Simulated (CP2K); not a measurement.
The system is HfO2.

```
Hf O
1.0
     3.61685    0.00000    0.00000
     0.00000    3.61685    0.00000
     0.00000    0.00000    5.11500
Hf O
2 4
Direct
  0.55073 0.53144 0.51909
  0.00068 0.98638 0.02914
  0.98484 0.47138 0.71777
  0.49530 0.02427 0.24761
  0.00600 0.49682 0.26035
  0.46245 0.98971 0.72604
```

The cell isn't the ideal one: all atoms moved at random.

Base run:

* Program: CP2K 2026.2
* Functional: PBE
* Potentials or basis: GTH_POTENTIALS Hf GTH-PBE-q12, O GTH-PBE-q6; DZVP-MOLOPT-SR-GTH basis
* Density cutoff: 8163 eV
* k mesh: 6 × 6 × 4
* Occupations: fermi-dirac, width 0.05 eV
* Spin: no spin polarisation
* Hubbard terms: Hf d U = 4.0 eV

Its results: band gap on the k mesh 4.46 eV, direct; largest force 4.476 eV/Å.

After a change of settings the same cell gave: band gap on the k mesh 4.79 eV, indirect (least direct gap 5.01 eV); largest force 4.654 eV/Å. Which change was it?
A. hubbard terms from Hf d U = 4.0 eV to none
B. hubbard terms from Hf d U = 4.0 eV to Hf d U = 2.0 eV
C. hubbard terms from Hf d U = 4.0 eV to Hf d U = 6.0 eV

C.

Caveats: this program's U acts on Mulliken populations of all basis functions of the shell, so it isn't the U of plane-wave codes; energies scatter by some meV and the pressure isn't listed; spin-orbit coupling is left out, which moves the levels of the heavy elements; the basis of atomic orbitals isn't converged, which shifts pressures, moduli and gaps; forces of over 1 eV/Å show positions far from the minimum, so gaps and moduli don't describe the material at rest.
